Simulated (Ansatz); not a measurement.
## Where the states of Gd lie

Space group Im-3m (No. 229). a = 4.046 Å, b = 4.046 Å, c = 4.046 Å, α = 90.00°, β = 90.00°, γ = 90.00°
```json
{"atom": "Gd", "site": "2a", "symmetry": "m-3m", "x": "0.0000", "y": "0.0000", "z": "0.0000"}
```

The runs use the primitive cell with vectors (-2.023, 2.023, 2.023), (2.023, -2.023, 2.023), (2.023, 2.023, -2.023) Å, to which the k mesh refers.

The cell was built from the bcc type and relaxed in the same program, and has space group Im-3m; it needn't be a known or the stable phase.

Where the f shell is localised, expect the real compound to differ from this run without U.

Other magnetic orders may lie lower; this is the state that the run reached.

Spin–orbit coupling is left out, though it moves levels of the heavy atoms by tenths of an eV or more.

The calculation used DFT, PBE, all-electron LAPW, scalar-relativistic (Ansatz 0.2.0).

Settings: a Γ-centred 13×13×13 k mesh, Fermi–Dirac smearing of 0.05 eV, basis error target 0.25 meV/atom, spin-polarised from start moments Gd 7 μB, ending with a cell moment of 7.64 μB.

Question: Which of the resolved shells contributes most within 0.3 eV of the Fermi level?

Answer: Gd 5d, with 59 % of all states there; Gd 4f follows with 35 %.

Question: Where is the centre of the filled Gd 4f states between -14 eV and the top of the filled states?

Answer: -4.67 eV from the Fermi level.

Question: Tabulate the density of states.

Answer: States per eV and cell, averaged over 0.4 eV, from -5.0 to 1.6 eV, with energies (bin centres) from the Fermi level; empty bins are left out. The partial columns, the largest 4 alone, are projections on Löwdin-orthogonalised atomic shells (those that the program's projection atoms carry: the occupied ones and, for some elements, an empty d or f shell; other empty shells have no column), summed over atoms of an element and both spins. Weights on diffuse s and p shells depend on that basis and aren't pure angular character.
```json
{"E (eV)": "-4.9", "spin-up": "9.99", "spin-down": "0.00", "Gd 4f": "9.95", "Gd 5d": "0.02", "Gd 6s": "0.02", "Gd 5p": "0.00"}
{"E (eV)": "-4.5", "spin-up": "7.57", "spin-down": "0.00", "Gd 4f": "7.52", "Gd 5d": "0.01", "Gd 6s": "0.04", "Gd 5p": "0.00"}
{"E (eV)": "-4.1", "spin-up": "0.07", "spin-down": "0.01", "Gd 4f": "0.00", "Gd 5d": "0.00", "Gd 6s": "0.07", "Gd 5p": "0.00"}
{"E (eV)": "-3.7", "spin-up": "0.09", "spin-down": "0.04", "Gd 4f": "0.00", "Gd 5d": "0.01", "Gd 6s": "0.11", "Gd 5p": "0.00"}
{"E (eV)": "-3.3", "spin-up": "0.12", "spin-down": "0.06", "Gd 4f": "0.00", "Gd 5d": "0.02", "Gd 6s": "0.15", "Gd 5p": "0.00"}
{"E (eV)": "-2.9", "spin-up": "0.17", "spin-down": "0.08", "Gd 4f": "0.00", "Gd 5d": "0.05", "Gd 6s": "0.18", "Gd 5p": "0.01"}
{"E (eV)": "-2.5", "spin-up": "0.32", "spin-down": "0.11", "Gd 4f": "0.00", "Gd 5d": "0.17", "Gd 6s": "0.23", "Gd 5p": "0.01"}
{"E (eV)": "-2.1", "spin-up": "0.45", "spin-down": "0.15", "Gd 4f": "0.00", "Gd 5d": "0.33", "Gd 6s": "0.25", "Gd 5p": "0.01"}
{"E (eV)": "-1.7", "spin-up": "0.57", "spin-down": "0.24", "Gd 4f": "0.00", "Gd 5d": "0.54", "Gd 6s": "0.24", "Gd 5p": "0.02"}
{"E (eV)": "-1.3", "spin-up": "0.66", "spin-down": "0.47", "Gd 4f": "0.01", "Gd 5d": "0.87", "Gd 6s": "0.22", "Gd 5p": "0.02"}
{"E (eV)": "-0.9", "spin-up": "0.28", "spin-down": "0.63", "Gd 4f": "0.02", "Gd 5d": "0.72", "Gd 6s": "0.14", "Gd 5p": "0.01"}
{"E (eV)": "-0.5", "spin-up": "0.79", "spin-down": "0.76", "Gd 4f": "0.07", "Gd 5d": "1.34", "Gd 6s": "0.08", "Gd 5p": "0.02"}
{"E (eV)": "-0.1", "spin-up": "1.29", "spin-down": "0.58", "Gd 4f": "0.21", "Gd 5d": "1.54", "Gd 6s": "0.05", "Gd 5p": "0.02"}
{"E (eV)": "0.3", "spin-up": "1.21", "spin-down": "7.80", "Gd 4f": "6.95", "Gd 5d": "1.73", "Gd 6s": "0.14", "Gd 5p": "0.03"}
{"E (eV)": "0.7", "spin-up": "0.78", "spin-down": "9.78", "Gd 4f": "9.24", "Gd 5d": "1.13", "Gd 6s": "0.07", "Gd 5p": "0.02"}
{"E (eV)": "1.1", "spin-up": "0.38", "spin-down": "1.50", "Gd 4f": "0.50", "Gd 5d": "1.29", "Gd 6s": "0.03", "Gd 5p": "0.02"}
{"E (eV)": "1.5", "spin-up": "0.14", "spin-down": "1.21", "Gd 4f": "0.22", "Gd 5d": "0.95", "Gd 6s": "0.08", "Gd 5p": "0.01"}
```
